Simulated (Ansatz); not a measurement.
Take a crystal in which Ta has been replaced by Pt on all its sites, with the cell rescaled by a rough guess (in some cases also distorted within its space group) and nothing relaxed:

```
Pt H
1.0
     2.97400    0.00000    0.00000
     0.00000    2.97400    0.00000
     0.00000    0.00000    3.09828
Pt H
2 1
Direct
  0.50000 0.00000 0.70541
  0.00000 0.50000 0.29459
  0.00000 0.00000 0.00000
```

Theory: Ansatz 0.2.0, DFT PBEsol, scalar-relativistic, plane waves, PAW.

Plane waves to 420 eV, a k mesh through Γ of 14×14×14 on the computed 3-atom cell and Gaussian smearing (0.10 eV); no spin polarisation.

Question: Will this cell want to expand or contract, and how hard?

Answer: The pressure is 95.1 GPa (positive in compression), so the cell would expand.

Question: Is it a metal on this mesh?

Answer: Yes, a band crosses the Fermi level.

Question: What is its energy against the elements in their standard states?

Answer: +0.725 eV/atom at this unrelaxed geometry, with the elements in the same functional.

Spin-orbit coupling is left out, which matters for the bands of heavy elements.